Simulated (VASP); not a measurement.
# MgO (Fm-3m) in VASP: band structure with HF

Aim: the band structure of MgO with HF.

All numbers are computed with VASP 6.6.1; they aren't measurements. Logs are shortened: lines on timing, memory, paths and dates and some standing lists are left out, and cuts for length are marked.

**Measured values to compare with.**

“Electronic structure of alkaline earth and post-transition metal oxides”, 2009, arxiv:0908.1581 quotes, for a bulk crystal of MgO: band gap 7.83 eV.

The results are compared with them further down.

### Step 1. The structure

It takes space group Fm-3m (No. 225, cubic). Conventional cell: a = 4.210 Å, b = 4.210 Å, c = 4.210 Å, α = 90.00°, β = 90.00°, γ = 90.00°. Mg (site symmetry m-3m) has 6 O at 2.10 Å as nearest neighbours. O (site symmetry m-3m) is surrounded by 6 Mg at 2.10 Å.

### Step 2. Band structure, HF

POSCAR

```
MgO                                     
1.0
    0.0000000000      2.1048612689      2.1048612689
    2.1048612689      0.0000000000      2.1048612689
    2.1048612689      2.1048612689      0.0000000000
  Mg              O             
     1     1
Direct
     0.0000000000000000    0.0000000000000000    0.0000000000000000
     0.5000000000000000    0.5000000000000000    0.5000000000000000
```

INCAR.step1

```
  ALGO = Normal
  EDIFF = 1E-5
  ENCUT = 520
  GGA = PE
  ISIF = 2
  ISMEAR = 0
  KPAR = 4
  LASPH = True
  LCHARG = False
  LREAL = False
  LWAVE = True
  NELM = 80
  PREC = Accurate
  SIGMA = 0.02
```

INCAR.step2

```
  AEXX = 1.0
  AGGAC = 0.0
  ALDAC = 0.0
  ALGO = Normal
  EDIFF = 1E-7
  ENCUT = 520
  GGA = PE
  HFRCUT = -1
  ISIF = 2
  ISMEAR = 0
  ISTART = 1
  KPAR = 4
  LASPH = True
  LCHARG = False
  LHFCALC = True
  LREAL = False
  LWAVE = False
  NELM = 80
  PREC = Accurate
  PRECFOCK = Fast
  SIGMA = 0.02
```

KPOINTS

```
k-points
0
Gamma
  8 8 8
```

KPOINTS_OPT

```
path GXWKGLUWLK,UX
8
line-mode
reciprocal
 0.0000000000  0.0000000000  0.0000000000  G
 0.5000000000  0.0000000000  0.5000000000  X

 0.5000000000  0.0000000000  0.5000000000  X
 0.5000000000  0.2500000000  0.7500000000  W

 0.5000000000  0.2500000000  0.7500000000  W
 0.3750000000  0.3750000000  0.7500000000  K

 0.3750000000  0.3750000000  0.7500000000  K
 0.0000000000  0.0000000000  0.0000000000  G

 0.0000000000  0.0000000000  0.0000000000  G
 0.5000000000  0.5000000000  0.5000000000  L

 0.5000000000  0.5000000000  0.5000000000  L
 0.6250000000  0.2500000000  0.6250000000  U

 0.6250000000  0.2500000000  0.6250000000  U
 0.5000000000  0.2500000000  0.7500000000  W

 0.5000000000  0.2500000000  0.7500000000  W
 0.5000000000  0.5000000000  0.5000000000  L

 0.5000000000  0.5000000000  0.5000000000  L
 0.3750000000  0.3750000000  0.7500000000  K

 0.6250000000  0.2500000000  0.6250000000  U
 0.5000000000  0.0000000000  0.5000000000  X
```

Potentials or basis: VASP PAW PBE potentials, release 64 (Mg, O).

Launch:

```sh
cat potpaw_PBE.64/Mg/POTCAR potpaw_PBE.64/O/POTCAR > POTCAR
cp INCAR.step1 INCAR
mpirun -np 4 vasp_std > vasp.out
cp INCAR.step2 INCAR
mpirun -np 4 vasp_std > vasp.out
```

OUTCAR:

```text
AEXX = 1.0
   EDIFF = 1E-7
   ENCUT = 520
   GGA = PE
   ISIF = 2
   ISMEAR = 0
   ISTART = 1
   LASPH = True
   LHFCALC = True
   LREAL = False
   NELM = 80
   PREC = Accurate
   PRECFOCK = Fast

 ion  position               nearest neighbor table
   1  0.000  0.000  0.000-   2 2.10   2 2.10   2 2.10   2 2.10   2 2.10   2 2.10
   2  0.500  0.500  0.500-   1 2.10   1 2.10   1 2.10   1 2.10   1 2.10   1 2.10

  LATTYP: Found a face centered cubic cell.
 ALAT       =     4.2097225378

  Lattice vectors:

 A1 = (   0.0000000000,   2.1048612689,   2.1048612689)
 A2 = (   2.1048612689,   0.0000000000,   2.1048612689)
 A3 = (   2.1048612689,   2.1048612689,   0.0000000000)

Analysis of symmetry for initial positions (statically):
=====================================================================
 Subroutine PRICEL returns:
 Original cell was already a primitive cell.

 Routine SETGRP: Setting up the symmetry group for a
 face centered cubic supercell.

 Subroutine GETGRP returns: Found 48 space group operations
 (whereof 48 operations were pure point group operations)
 out of a pool of 48 trial point group operations.

The static configuration has the point symmetry O_h .

Analysis of symmetry for dynamics (positions and initial velocities):
=====================================================================
 Subroutine PRICEL returns:
 Original cell was already a primitive cell.

 Routine SETGRP: Setting up the symmetry group for a
 face centered cubic supercell.

 Subroutine GETGRP returns: Found 48 space group operations
 (whereof 48 operations were pure point group operations)
 out of a pool of 48 trial point group operations.

The dynamic configuration has the point symmetry O_h .

 Subroutine INISYM returns: Found 48 space group operations
 (whereof 48 operations are pure point group operations),
 and found     1 'primitive' translations

----------------------------------------------------------------------------------------

                                     Primitive cell

  volume of cell :      18.6509

  direct lattice vectors                    reciprocal lattice vectors
     0.000000000  2.104861269  2.104861269    -0.237545347  0.237545347  0.237545347
     2.104861269  0.000000000  2.104861269     0.237545347 -0.237545347  0.237545347
     2.104861269  2.104861269  0.000000000     0.237545347  0.237545347 -0.237545347

  length of vectors
     2.976723353  2.976723353  2.976723353     0.411440610  0.411440610  0.411440610

  position of ions in fractional coordinates (direct lattice)
     0.000000000  0.000000000  0.000000000
     0.500000000  0.500000000  0.500000000

  ion indices of the primitive-cell ions
   primitive index   ion index
                 1           1
                 2           2

----------------------------------------------------------------------------------------

 KPOINTS: k-points

Automatic generation of k-mesh.
 Grid dimensions read from file:
 generate k-points for:    8    8    8

 Generating k-lattice:

  Cartesian coordinates                     Fractional coordinates (reciprocal lattice)
    -0.029693168  0.029693168  0.029693168     0.125000000  0.000000000  0.000000000
     0.029693168 -0.029693168  0.029693168     0.000000000  0.125000000  0.000000000
     0.029693168  0.029693168 -0.029693168     0.000000000  0.000000000  0.125000000

  Length of vectors
     0.051430076  0.051430076  0.051430076

  Shift w.r.t. Gamma in fractional coordinates (k-lattice)
     0.000000000  0.000000000  0.000000000

 Subroutine IBZKPT returns following result:
 ===========================================

 Found     29 irreducible k-points:

 Following reciprocal coordinates:
            Coordinates               Weight
  0.000000  0.000000  0.000000      1.000000
  0.125000  0.000000  0.000000      8.000000
  0.250000  0.000000  0.000000      8.000000
  0.375000  0.000000  0.000000      8.000000
  0.500000  0.000000  0.000000      4.000000
  0.125000  0.125000  0.000000      6.000000
[... 16 lines left out ...]
  0.500000  0.250000  0.125000     48.000000
 -0.375000  0.250000  0.125000     24.000000
 [... further k-points ...]
   k-points           NKPTS =     29   k-points in BZ     NKDIM =    512   number of bands    NBANDS=      8
   number of dos      NEDOS =    301   number of ions     NIONS =      2
   total plane-waves  NPLWV =  13824
   dimension x,y,z NGX =    24 NGY =   24 NGZ =   24
   dimension x,y,z NGXF=    48 NGYF=   48 NGZF=   48
   ions per type =               1   1
   NGX,Y,Z   is equivalent  to a cutoff of  13.40, 13.40, 13.40 a.u.
   NGXF,Y,Z  is equivalent  to a cutoff of  26.81, 26.81, 26.81 a.u.
 SYSTEM =  unknown system
   PREC   = accura    normal or accurate (medium, high low for compatibility)
   ISTART =      1    job   : 0-new  1-cont  2-samecut
   ICHARG =      0    charge: 1-file 2-atom 10-const
   ISPIN  =      1    spin polarized calculation?
   LNONCOLLINEAR =      F non collinear calculations
   LSORBIT =      F    spin-orbit coupling
   LASPH  =      T    aspherical Exc in radial PAW
   ENCUT  =  520.0 eV  38.22 Ry    6.18 a.u.   5.53  5.53  5.53*2*pi/ulx,y,z
   NELM   =     80;   NELMIN=  2; NELMDL=  0     # of ELM steps
   EDIFF  = 0.1E-06   stopping-criterion for ELM
   LREAL  =      F    real-space projection
   EDIFFG = 0.1E-05   stopping-criterion for IOM
   NSW    =      0    number of steps for IOM
   IBRION =     -1    ionic relax: 0-MD 1-quasi-New 2-CG
   NFREE  =      0    steps in history (QN), initial steepest desc. (CG)
   ISIF   =      2    stress and relaxation
   ISYM   =      3    0-nonsym 1-usesym 2-fastsym
   POTIM  = 0.5000    time-step for ionic-motion
   TEBEG  =    0.0;   TEEND  =   0.0 temperature during run
   PSTRESS=    0.0 pullay stress
   NELECT =       8.0000    total number of electrons
   NUPDOWN=      -1.0000    fix difference up-down
   EMIN   =  10.00;   EMAX   =-10.00  energy-range for DOS
   EFERMI =   0.00;   METHOD = LEGACY
   ISMEAR =     0;   SIGMA  =   0.02  broadening in eV -4-tet -1-fermi 0-gaus
   EFERMI_NEDOS =   21; number of points for ismear=-14 and -15
   IALGO  =     38    algorithm
   IMIX   =      1    mixing-type and parameters
     AMIX     =   0.40;   BMIX     =  1.00
     AMIX_MAG =   1.60;   BMIX_MAG =  1.00
  volume/ion in A,a.u.               =       9.33        62.93
  Fermi-wavevector in a.u.,A,eV,Ry     =   1.234633  2.333119 20.739627  1.524320
  Thomas-Fermi vector in A             =   2.369316
   LORBIT       =      0    0 simple, 1 ext, 2 COOP (PROOUT), +10 PAW based schemes
   GGA     = PE    functional components
   LHFCALC =     T    Hartree Fock is set to
   PRECFOCK=fast      Normal, Fast or Accurate (Low or Medium for compatibility)
   ENCUT4O =  -1.0   cutoff for four orbital integrals eV
   NKREDX  =     1    reduce k-point grid by
   NKREDY  =     1    reduce k-point grid by
   NKREDZ  =     1    reduce k-point grid by
   AEXX    =    1.0000 exact exchange contribution
   HFSCREEN=    0.0000 screening length (either q_TF or 0.3 A-1)
   HFSCREENC=   0.0000 screening length for correlation (either q_TF or 0.3 A-1)
   ENCUTFOCK=  -1.0 apply spherical cutoff to Coloumb kernel
   IVDW    =     0    specifies the selected vdW correction
   LEPSILON=     F    determine dielectric tensor
   LRPA    =     F    only Hartree local field effects (RPA)
 non-spin polarized calculation
 Gauss-broadening in eV      SIGMA  =   0.02
  energy-cutoff  :      520.00
  volume of cell :       18.65
 maximum number of plane-waves:       531
 NGX is ok and might be reduce to    24
  NGX = 14; NGY = 14; NGZ = 14

 number of electron       8.0000005 magnetization

 Free energy of the ion-electron system (eV)
  ---------------------------------------------------
  ext. energy  EPLUGINS =         0.00000000
  ---------------------------------------------------
  free energy    TOTEN  =       -21.67693505 eV

  energy without entropy =      -21.67693505  energy(sigma->0) =      -21.67693505

 E-fermi :  -2.0746     XC(G=0):   0.0000

 val. band max:       -2.2322017212   @ k =   0.0000   0.0000   0.0000
 cond. band min:      13.2488724784   @ k =   0.0000   0.0000   0.0000
 fundamental gap:     15.4810741996
 Fermi energy:        -2.0745619382

 k-point     1 :       0.0000    0.0000    0.0000
  band No.  band energies     occupation
      1     -25.5233      2.00000
      2      -2.2322      2.00000
      3      -2.2322      2.00000
      4      -2.2322      2.00000
      5      13.2489      0.00000
      6      25.0283      0.00000
      7      25.0283      0.00000
      8      25.0283      0.00000

 k-point     2 :       0.1250    0.0000    0.0000
  band No.  band energies     occupation
      1     -25.3303      2.00000
      2      -3.2580      2.00000
      3      -2.3673      2.00000
      4      -2.3673      2.00000
      5      14.2164      0.00000
      6      23.2939      0.00000
      7      25.4633      0.00000
      8      25.4633      0.00000

 k-point     3 :       0.2500    0.0000    0.0000
  band No.  band energies     occupation
      1     -24.8313      2.00000
      2      -5.3571      2.00000
      3      -2.6791      2.00000
      4      -2.6791      2.00000
      5      15.8805      0.00000
      6      21.9334      0.00000
      7      26.0590      0.00000
      8      26.0590      0.00000
[... 210 lines left out ...]
 k-point    23 :       0.5000    0.2500    0.1250
  band No.  band energies     occupation
      1     -24.0354      2.00000
      2      -6.7431      2.00000
      3      -4.3632      2.00000
      4      -3.3536      2.00000
      5      18.6170      0.00000
      6      21.1141      0.00000
      7      23.3046      0.00000
      8      27.0269      0.00000

 k-point    24 :      -0.3750    0.2500    0.1250
  band No.  band energies     occupation
      1     -23.8420      2.00000
      2      -7.1353      2.00000
      3      -4.6074      2.00000
      4      -3.5080      2.00000
      5      18.6731      0.00000
      6      22.1086      0.00000
      7      22.8598      0.00000
      8      26.7132      0.00000

 [... further k-points ...]

------------------------ aborting loop because EDIFF is reached ----------------------------------------

  FORCE on cell =-STRESS in cart. coord.  units (eV):
  Direction    XX          YY          ZZ          XY          YZ          ZX
  --------------------------------------------------------------------------------------
  -------------------------------------------------------------------------------------
  Total       -0.2645101     -0.2645101     -0.2645101     -0.0000000      0.0000000     -0.0000000
  in kB      -22.7223085    -22.7223085    -22.7223085     -0.0000000      0.0000000     -0.0000000
  external PRESSURE =     -22.7223085 kB  Pullay stress =       0.0000000 kB

 VOLUME and BASIS-vectors are now :
 -----------------------------------------------------------------------------
  energy-cutoff  :      520.00
  volume of cell :       18.65
      direct lattice vectors                 reciprocal lattice vectors
     0.000000000  2.104861269  2.104861269    -0.237545347  0.237545347  0.237545347
     2.104861269  0.000000000  2.104861269     0.237545347 -0.237545347  0.237545347
     2.104861269  2.104861269  0.000000000     0.237545347  0.237545347 -0.237545347

 POSITION                                       TOTAL-FORCE (eV/Angst)
 -----------------------------------------------------------------------------------
      0.00000      0.00000      0.00000         0.000000     -0.000000      0.000000
      2.10486      2.10486      2.10486        -0.000000      0.000000     -0.000000
 -----------------------------------------------------------------------------------
    total drift:                               -0.000000     -0.000000     -0.000000

  FREE ENERGIE OF THE ION-ELECTRON SYSTEM (eV)
  ---------------------------------------------------
  free  energy   TOTEN  =       -21.6769350451 eV

  energy  without entropy=      -21.6769350451  energy(sigma->0) =      -21.67693505
```

It took 6 min on 4 MPI ranks of Intel Xeon Platinum 8559C (Emerald Rapids), shared host; peak memory 0.18 GiB.

Results:

| Property | Result |
| --- | --- |
| Free energy | -21.6769 eV |
| Pressure | -2.3 GPa |
| Band gap on the k mesh | 15.48 eV, direct |
| Band gap along the path | 15.48 eV, direct |

Levels at the corners of the path, in eV from the valence-band top:
```csv
point,band 1,band 2,band 3,band 4,band 5,band 6,band 7,band 8
Γ,-23.29,0.00,0.00,0.00,15.48,27.26,27.26,27.26
X,-21.47,-5.08,-1.77,-1.77,19.85,21.12,25.71,32.02
X,-21.47,-5.08,-1.77,-1.77,19.85,21.12,25.71,32.02
W,-21.42,-3.66,-3.66,-2.20,23.33,23.33,23.82,27.51
W,-21.42,-3.66,-3.66,-2.20,23.33,23.33,23.82,27.51
K,-21.46,-4.33,-3.33,-1.50,21.14,23.42,24.74,30.63
K,-21.46,-4.33,-3.33,-1.50,21.14,23.42,24.74,30.67
Γ,-23.29,0.00,0.00,0.00,15.48,27.26,27.26,27.26
Γ,-23.29,0.00,0.00,0.00,15.48,27.26,27.26,27.26
L,-21.79,-5.66,-0.86,-0.86,18.78,25.20,27.89,27.89
L,-21.79,-5.66,-0.86,-0.86,18.78,25.20,27.89,27.89
U,-21.46,-4.33,-3.33,-1.50,21.14,23.42,24.74,30.70
U,-21.46,-4.33,-3.33,-1.50,21.14,23.42,24.74,30.65
W,-21.42,-3.66,-3.66,-2.20,23.33,23.33,23.82,27.51
W,-21.42,-3.66,-3.66,-2.20,23.33,23.33,23.82,27.51
L,-21.79,-5.66,-0.86,-0.86,18.78,25.20,27.89,27.89
L,-21.79,-5.66,-0.86,-0.86,18.78,25.20,27.89,27.89
K,-21.46,-4.33,-3.33,-1.50,21.14,23.42,24.74,30.63
U,-21.46,-4.33,-3.33,-1.50,21.14,23.42,24.74,30.69
X,-21.47,-5.08,-1.77,-1.77,19.85,21.12,25.71,32.02
```

Caveat: the PAW data sets were made with another functional, which shifts forces and pressure a little.

### Step 3. Comparison with measurements

Step 2. Measured gap of MgO: 7.83 eV (quoted in “Electronic structure of alkaline earth and post-transition metal oxides”, 2009, arxiv:0908.1581). This calculation gives 15.48 eV (+7.65 eV). So large a miss can be the level of theory's own, or it may mean another phase, state or a wrong row. The value is that of HF, without temperature or zero-point motion.
